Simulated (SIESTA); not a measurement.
Crystal: Sb.

```
CELL_PARAMETERS angstrom
2.15420 1.24373 3.75800
-2.15420 1.24373 3.75800
0.00000 -2.48746 3.75800
ATOMIC_POSITIONS crystal
Sb 0.76651 0.76651 0.76651
Sb 0.23349 0.23349 0.23349
```

Base run:

- Program: SIESTA 5.4.2
- Functional: PBE
- Potentials or basis: PseudoDojo 0.4 standard (PBE files)
- Basis: DZP (energy shift 0.003 Ry; two zetas on semicore shells)
- Grid cutoff: 500 Ry
- Energy shift: 0.003 Ry
- k mesh: 8 × 8 × 8
- Occupations: fermi-dirac, width 0.05 eV
- Spin: no spin polarisation

Its results: band gap on the k mesh none (metal or under the smearing width); pressure 3.6 GPa; largest force 0.380 eV/Å.

Question: The run is repeated on the same cell with these changes: functional from PBE to vdW-DF-cx. What comes out?

Answer: Band gap on the k mesh none (metal or under the smearing width); pressure 1.9 GPa; largest force 0.348 eV/Å.

Caveats: the basis of atomic orbitals isn't converged, which shifts pressures, moduli and gaps; the potentials were made for another functional, which shifts forces and pressure (some runs).

Not every run made on this cell is shown here.
